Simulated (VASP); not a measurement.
A run of VASP 6.6.1 is set up as follows.

The input INCAR:

```
  ALGO = Normal
  EDIFF = 1E-6
  EDIFFG = -0.05
  ENCUT = 600
  GGA = PE
  IBRION = 2
  ISIF = 3
  ISMEAR = 0
  LASPH = T
  LCHARG = F
  LREAL = F
  LWAVE = F
  NELM = 60
  NSW = 100
  PREC = Accurate
  SIGMA = 0.1
```

KPOINTS

```
k-points
0
Gamma
  8 8 8
```

Contents of POSCAR:

```
BeC2
1.0
   -1.5568744824      1.5568744824      2.5773090488
    1.5568744824     -1.5568744824      2.5773090488
    1.5568744824      1.5568744824     -2.5773090488
Be C
1 2
Direct
    0.0000000000      0.0000000000      0.0000000000
    0.5978927200      0.5978927200      0.0000000000
    0.4021072800      0.4021072800      0.0000000000
```

Potentials or basis: VASP PAW PBE potentials, release 64 (Be, C).

The run is started by

```sh
$ cat potpaw_PBE.64/Be/POTCAR potpaw_PBE.64/C/POTCAR > POTCAR
$ mpirun -np 1 vasp_std > vasp.out
```

Task: What does it give for the relaxed volume?

Result: 7.60 Å³/atom.

Task: What does it give for the space group after relaxing (to 0.05 Å)?

Result: I4/mmm (No. 139).

Task: Estimate the relaxed cell.

Result: a = 4.226 Å, b = 4.226 Å, c = 4.226 Å, α = 146.57°, β = 146.57°, γ = 48.00°.

Forces on the atoms (eV/Å):
```
Be   0.000  0.000  0.000
C    0.000  0.000  0.017
C    0.000  0.000 -0.017
```

Caveat: the standard files for N, O and F lose accuracy on very short bonds; the relaxation stopped at a loose force limit of 0.05 eV/Å, so its end isn't a converged minimum.
